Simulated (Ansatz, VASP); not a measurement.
**Al: VASP beside Ansatz**

```
Al
1.0
     2.01635    2.01635    0.00000
    -2.01635    2.01635    0.00000
     0.00000    0.00000    3.95516
Al
2
Cartesian
  0.0000 0.0000 0.0000
  0.0000 2.0164 1.9776
```

Change from the starting cell: uniaxial strain along c, a, b and atoms relaxed: -1.5 %.

Alike in both runs: functional PBEsol; k mesh 18 × 18 × 14; occupations gaussian, width 0.1 eV; no spin polarisation.

Ansatz relaxed the structure, and its values are those at the end. VASP's run is a single point on that final structure, the one shown.

|  | VASP | Ansatz |
| --- | --- | --- |
| version | VASP 6.6.1 | Ansatz 0.2.0 |
| potentials or method | VASP PAW PBE potentials, release 64 (Al) | scalar-relativistic, plane waves, PAW |
| plane-wave cutoff (eV) | 520 | 420 |
| valence electrons in the cell | 6 | 6 |

VASP gave:

- gap on the k mesh at the Fermi level (eV): none
- pressure (GPa): 0.6

Q: Which values does Ansatz return?

A: gap on the k mesh at the Fermi level (eV): none; pressure (GPa): 0.5.

A gap of «none» marks a metal or a gap that the smearing closes. The functional is the same, so the differences come from potentials, cutoffs and numerics.

Caveats: the PAW data sets were made with another functional, which shifts forces and pressure a little (VASP).
